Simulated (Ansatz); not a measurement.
**Calculated field gradients at the nuclei for PbO2**

The cell is a structure deposited in the COD, ions relaxed with PBE at fixed cell.

Space group Pbcn (No. 60); a = 4.9470, b = 5.9510, c = 5.4970 Å.

```
site  Wyckoff  site symmetry       x       y       z
  Pb       4c            .2.  0.0000  0.1809  0.2500
   O       8d              1  0.2607  0.4110  0.4327
```

One atom of each set is listed.

Computed with Ansatz: DFT, r2SCAN, plane waves and PAW (field gradients read without the response of the frozen cores, which leaves them typically 4 to 6 % off), scalar-relativistic, 500 eV cutoff, Γ-centred 7×6×6 k-points, Fermi–Dirac smearing 0.05 eV.

C_Q = eQV_zz/h, which is 24.18 MHz for Q = 1 b and V_zz = 10²¹ V/m²; η = (V_xx − V_yy)/V_zz.

17O: I = 5/2, Q = -25.58 mb. Quadrupole moments are those of Pyykkö's year-2017 table.

| site | atoms | first shell | V_xx, V_yy, V_zz (10²¹ V/m²) | η | C_Q (MHz) |
| --- | --- | --- | --- | --- | --- |
| Pb | 4 | 6 O at 2.13–2.23 Å | 2.83, 4.01, -6.84 | 0.17 | – |
| O | 8 | 3 Pb at 2.13–2.23 Å; also 1 Pb at 3.26 Å | 3.16, 8.56, -11.71 | 0.46 | 7.24 |

At O V_zz stands upright on the plane through its three neighbours (within 4°).

Pb has no stable isotope with a ground-state quadrupole moment in the table, so no C_Q is given.

With no gap above 0.1 eV, as in a metal, the gradients converge slowly in k; expect changes of a tenth or more on a denser mesh. Spin–orbit coupling is left out, which shifts gradients on Pb by a few per cent in wide-gap crystals, and can shift them far more where the calculated gap is small or absent, as here. Semilocal functionals make gaps too small and can close them, so the real compound need not be a metal.

The run took 63 s of wall time (62 s of CPU time) and 1.1 GiB at its peak, on 1 thread of Intel Xeon 6975P-C (Granite Rapids) (x86_64; 16 cores open to the job, memory cap 3.0 GiB, no GPU), a shared host with a load of 0.9 a core.
